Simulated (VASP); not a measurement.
# Si (P6/mmm) in VASP: further runs, part 2 of 2

VASP 6.6.1. Earlier steps stand in the parts before.

### Step 4. Single point, r2SCAN

This run uses another cell than the first one: it holds 12 atoms, not 1.

File POSCAR:

```
Si
1.0
    3.5194798818      2.0319726572      6.0021285994
   -3.5194798818      2.0319726572      6.0021285994
    0.0000000000     -4.0639453143      6.0021285994
Si
12
Direct
    0.0101900000      0.6536100000      0.0101900000
    0.0101900000      0.0101900000      0.6536100000
    0.6536100000      0.0101900000      0.0101900000
    0.9898100000      0.3463900000      0.9898100000
    0.3463900000      0.9898100000      0.9898100000
    0.9898100000      0.9898100000      0.3463900000
    0.2211800000      0.6306000000      0.2211800000
    0.2211800000      0.2211800000      0.6306000000
    0.6306000000      0.2211800000      0.2211800000
    0.7788200000      0.3694000000      0.7788200000
    0.3694000000      0.7788200000      0.7788200000
    0.7788200000      0.7788200000      0.3694000000
```

File INCAR.step1:

```
SYSTEM = Si
PREC     = Accurate       ! precision mode
ENCUT    = 520            ! plane-wave cutoff, eV
ISMEAR   = 0              ! smearing method
SIGMA    = 0.1            ! smearing width, eV
LREAL    = .False.        ! projectors in reciprocal space
LASPH    = .True.         ! aspherical terms in the spheres
NELM     = 100            ! most SCF steps
NBANDS   = 36             ! bands
GGA      = PE             ! functional
ALGO     = Normal         ! electronic algorithm
EDIFF    = 1E-4           ! SCF threshold, eV
LWAVE    = .True.         ! write WAVECAR
LCHARG   = .False.        ! write CHGCAR
```

File INCAR.step2:

```
SYSTEM = Si
PREC     = Accurate       ! precision mode
ENCUT    = 520            ! plane-wave cutoff, eV
EDIFF    = 1E-7           ! SCF threshold, eV
ISMEAR   = 0              ! smearing method
SIGMA    = 0.1            ! smearing width, eV
LREAL    = .False.        ! projectors in reciprocal space
LASPH    = .True.         ! aspherical terms in the spheres
NELM     = 100            ! most SCF steps
ALGO     = Normal         ! electronic algorithm
ISIF     = 2              ! what is computed and relaxed
LWAVE    = .False.        ! write WAVECAR
LCHARG   = .False.        ! write CHGCAR
METAGGA  = R2SCAN         ! meta-GGA
LMIXTAU  = .True.       
NBANDS   = 36             ! bands
ISTART   = 1
```

File KPOINTS:

```
regular mesh
0
Gamma
  3 3 3
  0 0 0
```

Potentials or basis: VASP PAW PBE potentials, release 64 (Si).

Started as:

```sh
cat potpaw_PBE.64/Si/POTCAR > POTCAR
cp INCAR.step1 INCAR
mpirun -np 1 vasp_std > vasp.out
cp INCAR.step2 INCAR
mpirun -np 1 vasp_std > vasp.out
```

OUTCAR:

```text
SYSTEM = Si
   PREC = Accurate
   ENCUT = 520
   EDIFF = 1E-7
   ISMEAR = 0
   LREAL = .False.
   LASPH = .True.
   NELM = 100
   ISIF = 2
   METAGGA = R2SCAN
   ISTART = 1

 ion  position               nearest neighbor table
   1  0.010  0.654  0.010-   4 2.39   3 2.51   2 2.51   7 2.58  12 2.59  11 2.59
   2  0.010  0.010  0.654-   6 2.39   3 2.51   1 2.51   8 2.58  10 2.59  11 2.59
   3  0.654  0.010  0.010-   5 2.39   1 2.51   2 2.51   9 2.58  12 2.59  10 2.59
   4  0.990  0.346  0.990-   1 2.39   5 2.51   6 2.51  10 2.58   8 2.59   9 2.59
[... 447 lines left out ...]
 VOLUME and BASIS-vectors are now :
 -----------------------------------------------------------------------------
  energy-cutoff  :      520.00
  volume of cell :      257.54
      direct lattice vectors                 reciprocal lattice vectors
     3.519479882  2.031972657  6.002128599     0.142066446  0.082022101  0.055535853
    -3.519479882  2.031972657  6.002128599    -0.142066446  0.082022101  0.055535853
     0.000000000 -4.063945314  6.002128599     0.000000000 -0.164044202  0.055535853

 POSITION                                       TOTAL-FORCE (eV/Angst)
 -----------------------------------------------------------------------------------
     -2.26450      1.30741      4.04537        -0.088264      0.050959      0.063014
      0.00000     -2.61482      4.04537         0.000000     -0.101919      0.063014
      2.26450      1.30741      4.04537         0.088264      0.050959      0.063014
      2.26450     -1.30741     13.96101         0.088264     -0.050959     -0.063014
     -2.26450     -1.30741     13.96101        -0.088264     -0.050959     -0.063014
      0.00000      2.61482     13.96101         0.000000      0.101919     -0.063014
     -1.44095      0.83193      6.44004         0.300168     -0.173302     -0.033815
      0.00000     -1.66386      6.44004         0.000000      0.346605     -0.033815
      1.44095      0.83193      6.44004        -0.300168     -0.173302     -0.033815
      1.44095     -0.83193     11.56634        -0.300168      0.173302      0.033815
     -1.44095     -0.83193     11.56634         0.300168      0.173302      0.033815
      0.00000      1.66386     11.56634         0.000000     -0.346605      0.033815
 -----------------------------------------------------------------------------------
    total drift:                               -0.000000     -0.000000      0.000000

  FREE ENERGIE OF THE ION-ELECTRON SYSTEM (eV)
  ---------------------------------------------------
  free  energy   TOTEN  =       -95.3886390707 eV

  energy  without entropy=      -95.3433345718  energy(sigma->0) =      -95.36598682
```

Run time: 5 min. Hardware: 1 thread of Intel Xeon Platinum 8259CL at 2.50GHz (Skylake/Cascade Lake), shared host; peak memory 0.43 GiB.

Results:

* Free energy: -95.3886 eV
* Pressure: -3.4 GPa
* Largest force: 0.348 eV/Å
* Band gap on the k mesh: none (metal or under the smearing width)

Forces on the atoms (eV/Å):
```
Si  -0.088  0.051  0.063
Si   0.000 -0.102  0.063
Si   0.088  0.051  0.063
Si   0.088 -0.051 -0.063
Si  -0.088 -0.051 -0.063
Si   0.000  0.102 -0.063
Si   0.300 -0.173 -0.034
Si   0.000  0.347 -0.034
Si  -0.300 -0.173 -0.034
Si  -0.300  0.173  0.034
Si   0.300  0.173  0.034
Si   0.000 -0.347  0.034
```

Stress tensor (GPa, compression positive):
```
-4.76  0.00  0.00
 0.00 -4.76  0.00
 0.00  0.00 -0.58
```

Caveat: the k mesh is coarse (spacing up to 0.36 Å⁻¹), so the values aren't converged; the PAW data sets were made with another functional, which shifts forces and pressure a little.

### Step 5. Summary

| cell | k mesh | mesh quality | gap on the mesh (eV) | pressure (GPa) |
| --- | --- | --- | --- | --- |
| P6/mmm, 20.5 Å³/atom | 9 × 9 × 6 | coarse | none | -17.3 |
| P6/mmm, 14.94 Å³/atom | 24 × 24 × 22 | not flagged | none | -0.1 |
| R-3m, 21.46 Å³/atom | 3 × 3 × 3 | coarse | none | -3.4 |

Alike in all rows: task single point; level r2SCAN; potentials or basis VASP PAW PBE potentials, release 64 (Si); no spin polarisation; cutoff (eV) 520; smearing gaussian 0.1 eV.

Caveats: some runs use coarse meshes; the PAW data sets were made with another functional, which shifts forces and pressure a little (some runs); so large a pressure means that the cell lies far from this level's equilibrium, or that cutoff or potentials fall short (some runs); the potentials were made for another functional, which shifts forces and pressure (some runs).

Absolute energies hang on the potentials; compare differences alone.
